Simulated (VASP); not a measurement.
Here is a VASP 6.6.1 calculation.

The input INCAR:

```
PREC = Accurate ; ENCUT = 450
EDIFF = 1E-5 ; ISMEAR = 0
SIGMA = 0.03 ; LREAL = Auto
LASPH = T ; NELM = 120
ALGO = All ; ISIF = 2
LWAVE = F ; LCHARG = F
ISPIN = 2 ; MAGMOM = 0 0 0 0 0 0 0 0 0 0 0 0 0 0 0 0.75 0 0 0 0 0 0 0 0 0.75 0 0.75 0 0.75 0 0
LORBIT = 11 ; GGA = PS
NBANDS = 88 ; ISYM = 0
KPAR = 4
```

KPOINTS

```
regular mesh
0
Gamma
  3 3 2
```

File POSCAR:

```
Al15N16
1.0
    6.2200008610      0.0000000000      0.0000000000
   -3.1100004305      5.3866787572      0.0000000000
    0.0000000000      0.0000000000      9.9600000000
Al N
15 16
Direct
    0.3333333333      0.1666666667      0.5000000000
    0.3333333333      0.6666666667      0.0000000000
    0.3333333333      0.6666666667      0.5000000000
    0.8333333333      0.1666666667      0.0000000000
    0.8333333333      0.1666666667      0.5000000000
    0.8333333333      0.6666666667      0.0000000000
    0.8333333333      0.6666666667      0.5000000000
    0.1666666667      0.3333333333      0.2500000000
    0.1666666667      0.3333333333      0.7500000000
    0.1666666667      0.8333333333      0.2500000000
    0.1666666667      0.8333333333      0.7500000000
    0.6666666667      0.3333333333      0.2500000000
    0.6666666667      0.3333333333      0.7500000000
    0.6666666667      0.8333333333      0.2500000000
    0.6666666667      0.8333333333      0.7500000000
    0.3333333333      0.1666666667      0.1910000000
    0.3333333333      0.1666666667      0.6910000000
    0.3333333333      0.6666666667      0.1910000000
    0.3333333333      0.6666666667      0.6910000000
    0.8333333333      0.1666666667      0.1910000000
    0.8333333333      0.1666666667      0.6910000000
    0.8333333333      0.6666666667      0.1910000000
    0.8333333333      0.6666666667      0.6910000000
    0.1666666667      0.3333333333      0.4410000000
    0.1666666667      0.3333333333      0.9410000000
    0.1666666667      0.8333333333      0.4410000000
    0.1666666667      0.8333333333      0.9410000000
    0.6666666667      0.3333333333      0.4410000000
    0.6666666667      0.3333333333      0.9410000000
    0.6666666667      0.8333333333      0.4410000000
    0.6666666667      0.8333333333      0.9410000000
```

Potentials or basis: VASP PAW PBE potentials, release 64 (Al, N).

Launch:

```bash
$ cat potpaw_PBE.64/Al/POTCAR potpaw_PBE.64/N/POTCAR > POTCAR
$ mpirun -np 4 vasp_std > vasp.out
```

Question: What does it give for the net moment?

Answer: 2.56 μB per cell.

Question: Predict the site moments.

Answer: Al +0.00, -0.00; N +0.42, +0.01, -0.00, +0.02, +0.03, +0.39, -0.01 μB.

Question: Estimate the largest force.

Answer: 1.534 eV/Å.

Question: What does it give for the band gap on the k mesh?

Answer: None (metal or under the smearing width).

Forces in eV/Å, atoms in the order of the input:
```
Al   0.000  0.000  0.178
Al   0.612  0.353  0.500
Al   0.105  0.060 -0.070
Al   0.000 -0.707  0.500
Al   0.000 -0.121 -0.070
Al  -0.613  0.354  0.500
Al  -0.105  0.060 -0.070
Al  -0.178  0.103 -0.881
Al   0.473 -0.273  0.287
Al   0.000 -0.206 -0.881
Al   0.000  0.546  0.287
Al   0.178  0.103 -0.881
Al  -0.473 -0.273  0.287
Al   0.000  0.000 -0.324
Al   0.000  0.000  0.326
N    0.000  0.000  1.514
N    0.000  0.000 -0.337
N   -0.014 -0.008  0.297
N   -0.035 -0.020 -0.155
N    0.000  0.016  0.297
N    0.000  0.041 -0.155
N    0.014 -0.008  0.297
N    0.035 -0.020 -0.155
N    0.087 -0.050  0.058
N   -1.259  0.727 -0.491
N    0.000  0.100  0.058
N    0.000 -1.453 -0.491
N   -0.087 -0.050  0.058
N    1.259  0.727 -0.491
N    0.000  0.000  0.181
N    0.000  0.000 -0.174
```

Caveat: the k mesh is coarse (spacing up to 0.39 Å⁻¹), so the values aren't converged; the PAW data sets were made with another functional, which shifts forces and pressure a little.
